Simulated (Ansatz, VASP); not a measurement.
## Two plane-wave programs on Mo

```xyz
4
Lattice="1.5443 -4.8954 0.0000 1.5443 4.8954 0.0000 0.0000 0.0000 4.3611" Properties=species:S:1:pos:R:3 pbc="T T T"
Mo    1.5443    3.5935    4.3599
Mo    1.5443   -1.3019    2.1818
Mo    1.5443   -3.5935    0.0012
Mo    1.5443    1.3019    2.1793
```

Alike in both runs: functional PBE; k mesh 6 × 6 × 4; occupations gaussian, width 0.1 eV; no spin polarisation.

Ansatz relaxed the structure, and its values are those at the end. VASP's run is a single point on that final structure, the one shown.

|  | VASP | Ansatz |
| --- | --- | --- |
| version | VASP 6.6.1 | Ansatz 0.2.0 |
| potentials or method | VASP PAW PBE potentials, release 64 (Mo_sv) | scalar-relativistic, plane waves, PAW |
| plane-wave cutoff (eV) | 520 | 420 |
| valence electrons in the cell | 56 | 56 |

```tsv
	VASP	Ansatz	Ansatz less VASP
gap on the k mesh at the Fermi level (eV)	none	none	-
pressure (GPa)	0.4	-0.1	-0.48
rms of the force components (eV/Å)	0.018	0.021	+0.0025
```

A gap of «none» marks a metal or a gap that the smearing closes. The functional is the same, so the differences come from potentials, cutoffs and numerics.

Caveats: the k mesh is coarse (spacing up to 0.36 Å⁻¹), so the values aren't converged.
